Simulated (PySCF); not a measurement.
## Basis-set dependence of population analyses: propanal

Propanal, C3H6O.
Atom-mapped SMILES: `[CH3:1][CH2:2][CH:3]=[O:4]` (hydrogens: H5, H6, H7 on C1; H8, H9 on C2; H10 on C3)

PBE0 throughout (PySCF), one geometry, spherical d and f functions. Geometry: PBE0-D3(BJ)/def2-SVP, one conformer, isolated molecule. Atoms taken as equivalent share a column and are averaged.

Mulliken charges (e):

```
        basis  functions      C1      C2      C3      O4  H5/H6/H7   H8/H9     H10
       STO-3G         26  -0.232  -0.166  +0.098  -0.184    +0.084  +0.088  +0.055
        6-31G         48  -0.487  -0.417  +0.221  -0.376    +0.179  +0.195  +0.132
     pcSseg-0         48  -0.628  -0.660  +0.272  -0.449    +0.243  +0.267  +0.204
       6-31G*         68  -0.522  -0.425  +0.238  -0.370    +0.187  +0.196  +0.125
     def2-SVP         86  -0.078  -0.136  +0.122  -0.218    +0.054  +0.064  +0.019
      cc-pVDZ         86  -0.080  -0.157  +0.145  -0.201    +0.053  +0.065  +0.004
     pcSseg-1         98  -0.281  -0.334  +0.221  -0.350    +0.125  +0.146  +0.077
6-311+G(2d,p)        144  -0.536  -0.139  +0.159  -0.355    +0.156  +0.150  +0.103
  aug-cc-pVDZ        146  +0.501  +0.192  +0.627  -0.512    -0.117  -0.133  -0.190
    def2-TZVP        160  -0.371  -0.142  +0.080  -0.271    +0.129  +0.121  +0.075
     IGLO-III        200  -0.334  -0.188  +0.247  -0.391    +0.121  +0.121  +0.061
      cc-pVTZ        204  -0.294  -0.163  +0.120  -0.246    +0.106  +0.104  +0.057
```

IAO charges (e):

```
        basis  functions      C1      C2      C3      O4  H5/H6/H7   H8/H9     H10
       STO-3G         26  -0.395  -0.301  +0.083  -0.181    +0.138  +0.145  +0.089
        6-31G         48  -0.433  -0.313  +0.222  -0.362    +0.154  +0.161  +0.103
     pcSseg-0         48  -0.424  -0.325  +0.223  -0.351    +0.151  +0.163  +0.098
       6-31G*         68  -0.413  -0.304  +0.266  -0.382    +0.147  +0.153  +0.088
     def2-SVP         86  -0.402  -0.299  +0.265  -0.378    +0.143  +0.151  +0.084
      cc-pVDZ         86  -0.412  -0.304  +0.264  -0.377    +0.146  +0.153  +0.086
     pcSseg-1         98  -0.412  -0.305  +0.269  -0.390    +0.147  +0.154  +0.090
6-311+G(2d,p)        144  -0.427  -0.311  +0.273  -0.400    +0.151  +0.158  +0.094
  aug-cc-pVDZ        146  -0.425  -0.309  +0.273  -0.399    +0.150  +0.158  +0.093
    def2-TZVP        160  -0.427  -0.312  +0.275  -0.399    +0.151  +0.158  +0.092
     IGLO-III        200  -0.428  -0.312  +0.274  -0.400    +0.152  +0.159  +0.094
      cc-pVTZ        204  -0.428  -0.312  +0.273  -0.395    +0.151  +0.158  +0.092
```

Hirshfeld charges (e):

```tsv
basis	functions	C1	C2	C3	O4	H5/H6/H7	H8/H9	H10
STO-3G	26	-0.038	-0.019	+0.097	-0.139	+0.017	+0.021	+0.004
6-31G	48	-0.101	-0.054	+0.133	-0.226	+0.039	+0.048	+0.034
pcSseg-0	48	-0.105	-0.056	+0.133	-0.211	+0.038	+0.046	+0.033
6-31G*	68	-0.100	-0.055	+0.134	-0.227	+0.039	+0.048	+0.034
def2-SVP	86	-0.114	-0.066	+0.136	-0.216	+0.041	+0.051	+0.034
cc-pVDZ	86	-0.111	-0.065	+0.130	-0.208	+0.041	+0.050	+0.032
pcSseg-1	98	-0.117	-0.069	+0.136	-0.221	+0.042	+0.053	+0.039
6-311+G(2d,p)	144	-0.115	-0.074	+0.130	-0.227	+0.044	+0.056	+0.042
aug-cc-pVDZ	146	-0.123	-0.079	+0.130	-0.223	+0.046	+0.057	+0.042
def2-TZVP	160	-0.119	-0.074	+0.131	-0.224	+0.045	+0.056	+0.040
IGLO-III	200	-0.123	-0.078	+0.130	-0.224	+0.046	+0.057	+0.042
cc-pVTZ	204	-0.120	-0.074	+0.131	-0.220	+0.044	+0.055	+0.039
```

ESP-fitted charges (e):

| basis | functions | C1 | C2 | C3 | O4 | H5/H6/H7 | H8/H9 | H10 |
| --- | --- | --- | --- | --- | --- | --- | --- | --- |
| STO-3G | 26 | -0.332 | +0.066 | +0.317 | -0.286 | +0.091 | +0.005 | -0.048 |
| 6-31G | 48 | -0.275 | +0.031 | +0.505 | -0.484 | +0.082 | +0.015 | -0.053 |
| pcSseg-0 | 48 | -0.369 | +0.067 | +0.497 | -0.483 | +0.104 | +0.010 | -0.044 |
| 6-31G* | 68 | -0.307 | +0.082 | +0.402 | -0.420 | +0.087 | +0.010 | -0.037 |
| def2-SVP | 86 | -0.245 | +0.082 | +0.417 | -0.428 | +0.070 | +0.004 | -0.041 |
| cc-pVDZ | 86 | -0.260 | +0.088 | +0.383 | -0.406 | +0.074 | +0.005 | -0.036 |
| pcSseg-1 | 98 | -0.267 | +0.115 | +0.430 | -0.455 | +0.074 | -0.005 | -0.037 |
| 6-311+G(2d,p) | 144 | -0.264 | +0.119 | +0.407 | -0.453 | +0.075 | -0.002 | -0.030 |
| aug-cc-pVDZ | 146 | -0.228 | +0.086 | +0.434 | -0.458 | +0.067 | +0.002 | -0.039 |
| def2-TZVP | 160 | -0.257 | +0.107 | +0.411 | -0.445 | +0.073 | 0.000 | -0.035 |
| IGLO-III | 200 | -0.241 | +0.096 | +0.414 | -0.451 | +0.070 | +0.002 | -0.033 |
| cc-pVTZ | 204 | -0.256 | +0.096 | +0.397 | -0.432 | +0.073 | +0.003 | -0.031 |

Question: Which scheme is steadiest as the basis changes?

Answer: Largest range over the bases for any column: Hirshfeld 0.09 e, ESP-fitted 0.20 e, IAO 0.22 e, Mulliken 1.13 e. Hirshfeld charges move least and Mulliken charges most, counted in e. Without the minimal STO-3G basis the ranges are Hirshfeld 0.02, ESP-fitted 0.14, IAO 0.05, Mulliken 1.13 e.

Question: How much do the charges still move between the two largest bases, IGLO-III and cc-pVTZ?

Answer: At most, over all atoms: Mulliken 0.144 e, IAO 0.005 e, Hirshfeld 0.004 e, ESP-fitted 0.019 e.

Question: What do the same runs give for the total energy, the frontier levels and the dipole moment?

Answer: 
```tsv
basis	energy (Eh)	HOMO (eV)	LUMO (eV)	μ (D)
STO-3G	-190.4660	-4.32	2.77	1.63
6-31G	-192.8552	-7.23	-0.39	2.78
pcSseg-0	-192.4606	-7.41	-0.52	2.79
6-31G*	-192.9129	-7.17	-0.19	2.55
def2-SVP	-192.7766	-7.31	-0.37	2.55
cc-pVDZ	-192.9286	-7.19	-0.27	2.47
pcSseg-1	-192.8973	-7.43	-0.52	2.71
6-311+G(2d,p)	-192.9764	-7.46	-0.67	2.78
aug-cc-pVDZ	-192.9422	-7.43	-0.67	2.75
def2-TZVP	-192.9918	-7.43	-0.58	2.70
IGLO-III	-192.9970	-7.45	-0.65	2.75
cc-pVTZ	-192.9862	-7.39	-0.51	2.64
```

The dipole is fixed by the density alone, so its range of 1.16 D shows that the density itself changes with the basis, not only its division among atoms.
